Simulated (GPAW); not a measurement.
The system is SnTe.

```
CELL_PARAMETERS angstrom
0.00000 3.15085 3.15085
3.15085 0.00000 3.15085
3.15085 3.15085 0.00000
ATOMIC_POSITIONS crystal
Te 0.50000 0.50000 0.50000
Sn 0.00000 0.00000 0.00000
```

* Program: GPAW 26.7.0
* Task: relaxation of cell and atoms
* Functional: PBEsol
* Dispersion: D3(BJ)
* Potentials or basis: PAW data sets generated in the run's folder for this functional
* Cutoff: 600 eV
* Basis: pw
* k mesh: 7 × 7 × 7
* Occupations: fermi-dirac, width 0.05 eV
* Spin: no spin polarisation

At the start: pressure -2.6 GPa; volume 31.28 Å³/atom.

Task: How do energy, volume and symmetry change on relaxing?

Result: Over 4 steps the energy falls by 15.0 meV/atom and the volume is 29.55 Å³/atom (-5.5 %); space group Fm-3m (No. 225, to 0.05 Å).

Step by step:
| step | energy change (eV) | largest force (eV/Å) | pressure (GPa) | volume (Å³) |
| --- | --- | --- | --- | --- |
| 1 | 0.0000 | 0.0000 | -2.64 | 62.56 |
| 2 | -0.0103 | 0.0000 | -2.19 | 61.88 |
| 3 | -0.0299 | 0.0000 | 0.20 | 58.86 |
| 4 | -0.0300 | 0.0000 | -0.01 | 59.09 |

Final structure:
```
CELL_PARAMETERS angstrom
0.00000 3.09147 3.09147
3.09147 0.00000 3.09147
3.09147 3.09147 0.00000
ATOMIC_POSITIONS crystal
Te 0.50000 0.50000 0.50000
Sn 0.00000 0.00000 0.00000
```

Caveat: later steps reuse the first step's grids.
